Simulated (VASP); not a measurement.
# CdSe, band structure: which settings are enough?

CdSe, F-43m (no. 216), 2 atoms in the cell. TB-mBJ; PAW potentials Cd, Se (PBE set). VASP 6.6.1.

Wanted: band energies at the path's corners within 0.006 eV; smallest gap over path and mesh within 0.003 eV.

What the run is for: bands; Accuracy asked: tight; Route: KPOINTS_OPT.

Band energies at the path's corners: counted from the valence top.

POSCAR:
```
CdSe
1.0
    0.0000000000      3.0702711986      3.0702711986
    3.0702711986      0.0000000000      3.0702711986
    3.0702711986      3.0702711986      0.0000000000
Cd Se
1 1
Direct
    0.0000000000      0.0000000000      0.0000000000
    0.2500000000      0.2500000000      0.2500000000
```

The series start from Plane-wave cutoff (eV): 320; k-point mesh: 5 × 5 × 5; k points a path segment: 12; Electronic threshold (eV): 1e-6; Precision mode (PREC): Accurate; Bands in all (NBANDS): 21; Aspherical gradient terms in the spheres (LASPH): yes. Each series keeps the choices made before it, and each single choice may use up half of a tolerance. Times cover all steps of a run.

## Plane-wave cutoff (eV)

| Plane-wave cutoff (eV) | Band energies at the path's corners, largest deviation (eV) | Smallest gap over path and mesh (eV) | Time (s) |
|---|---|---|---|
| 220 | 0.2161 | 2.0387 | 22 |
| 280 | 0.0153 | 1.9107 | 24 |
| 320 | 0.0069 | 1.9023 | 36 |
| 360 | 0.0040 | 1.8994 | 36 |
| 440 | 0.0020 | 1.8955 | 48 |
| 550 (reference) | 0.0000 | 1.8954 | 62 |

Chosen: 440, the loosest value from which every tighter one stays within half of the tolerance.

## k-point mesh

| k-point mesh | Band energies at the path's corners, largest deviation (eV) | Smallest gap over path and mesh (eV) | Time (s) |
|---|---|---|---|
| 2 × 2 × 2 | 0.3809 | 2.2715 | 51 |
| 3 × 3 × 3 | 0.0718 | 1.9624 | 53 |
| 4 × 4 × 4 | 0.0174 | 1.9080 | 58 |
| 5 × 5 × 5 | 0.0049 | 1.8955 | 48 |
| 6 × 6 × 6 | 0.0015 | 1.8921 | 68 |
| 8 × 8 × 8 (reference) | 0.0000 | 1.8906 | 81 |

Chosen: 6 × 6 × 6.

## Electronic threshold (eV)

| Electronic threshold (eV) | Band energies at the path's corners, largest deviation (eV) | Smallest gap over path and mesh (eV) | Time (s) |
|---|---|---|---|
| 0.001 | 0.0002 | 1.8919 | 29 |
| 0.0001 | 0.0002 | 1.8920 | 30 |
| 1e-5 | 0.0000 | 1.8921 | 38 |
| 1e-6 | 0.0000 | 1.8921 | 48 |
| 1e-7 (reference) | 0.0000 | 1.8921 | 45 |

Chosen: 0.001.

## Precision mode (PREC)

| Precision mode (PREC) | Band energies at the path's corners, largest deviation (eV) | Smallest gap over path and mesh (eV) | Time (s) |
|---|---|---|---|
| SingleN | 0.0841 | 1.9533 | 15 |
| Normal | 0.0042 | 1.8949 | 16 |
| Accurate (reference) | 0.0000 | 1.8919 | 29 |

Chosen: Accurate; the one before it in the list is off by more than half of the tolerance.

## Bands in all (NBANDS)

| Bands in all (NBANDS) | Band energies at the path's corners, largest deviation (eV) | Smallest gap over path and mesh (eV) | Time (s) |
|---|---|---|---|
| 11 | 0.0006 | 1.8922 | 20 |
| 12 | 0.0010 | 1.8922 | 21 |
| 13 | 0.0002 | 1.8920 | 23 |
| 15 | 0.0001 | 1.8921 | 24 |
| 21 | 0.0003 | 1.8919 | 29 |
| 31 (reference) | 0.0000 | 1.8919 | 37 |

Chosen: 11.

## Aspherical gradient terms in the spheres (LASPH)

| Aspherical gradient terms in the spheres (LASPH) | Band energies at the path's corners, largest deviation (eV) | Smallest gap over path and mesh (eV) | Time (s) |
|---|---|---|---|
| no | 0.0084 | 1.8892 | 14 |
| yes (reference) | 0.0000 | 1.8922 | 20 |

Chosen: yes; the one before it in the list is off by more than half of the tolerance.

Also changed on the way, by series that aren't shown: k points a path segment: 5.

## All choices together

| Input | Band energies at the path's corners, largest deviation (eV) | Smallest gap over path and mesh (eV) | Time (s) |
|---|---|---|---|
| the program's defaults (naive) | 0.0561 | 1.9378 | 8.6 |
| chosen settings | 0.0039 | 1.8922 | 20 |
| reference settings throughout | 0.0000 | 1.8905 | 226 |

The tolerance is met.

## The input

INCAR.step1:
```
SYSTEM = CdSe
  ISMEAR = 0
  SIGMA = 0.03
  LWAVE = .TRUE.
  LCHARG = .FALSE.
  NBANDS = 11
  PREC = Accurate
  LASPH = .TRUE.
  LREAL = .FALSE.
  ALGO = Normal
  EDIFF = 0.001
  NELM = 120
  GGA_COMPAT = .FALSE.
  ENCUT = 440
  EFERMI = MIDGAP
  GGA = PE
```

INCAR.step2, as INCAR.step1 but for:
```
- LWAVE = .TRUE.
- GGA = PE
+ METAGGA = MBJ
+ LWAVE = .FALSE.
+ LMIXTAU = .TRUE.
+ ISTART = 1
```

KPOINTS:
```
Automatic mesh
0
Gamma
  6 6 6
  0 0 0
```

KPOINTS_OPT:
```
path GXWKGLUWLK,UX
5
line-mode
reciprocal
 0.0000000000  0.0000000000  0.0000000000  G
 0.5000000000  0.0000000000  0.5000000000  X

 0.5000000000  0.0000000000  0.5000000000  X
 0.5000000000  0.2500000000  0.7500000000  W

 0.5000000000  0.2500000000  0.7500000000  W
 0.3750000000  0.3750000000  0.7500000000  K

 0.3750000000  0.3750000000  0.7500000000  K
 0.0000000000  0.0000000000  0.0000000000  G

 0.0000000000  0.0000000000  0.0000000000  G
 0.5000000000  0.5000000000  0.5000000000  L

 0.5000000000  0.5000000000  0.5000000000  L
 0.6250000000  0.2500000000  0.6250000000  U

 0.6250000000  0.2500000000  0.6250000000  U
 0.5000000000  0.2500000000  0.7500000000  W

 0.5000000000  0.2500000000  0.7500000000  W
 0.5000000000  0.5000000000  0.5000000000  L

 0.5000000000  0.5000000000  0.5000000000  L
 0.3750000000  0.3750000000  0.7500000000  K

 0.6250000000  0.2500000000  0.6250000000  U
 0.5000000000  0.0000000000  0.5000000000  X
```

Commands (each step's output is kept before the next begins):
```
cat potpaw_PBE.64/Cd/POTCAR potpaw_PBE.64/Se/POTCAR > POTCAR
cp INCAR.step1 INCAR
mpirun -np 1 vasp_std > vasp.out
cp INCAR.step2 INCAR
mpirun -np 1 vasp_std > vasp.out
```

The chosen input took VASP 6.6.1 20 s on 1 core (Intel Xeon 6975P-C (Granite Rapids)), a shared host.

## An input that fails: mixing far too strong

VASP's message: ERROR FEXCP: supplied Exchange-correletion table is too small, maximal index : 4236.

Changes against the starting input:
```
- NELM = 120
+ NELM = 82
+ IMIX = 1
+ AMIX = 2.0
+ BMIX = 0.0001
```
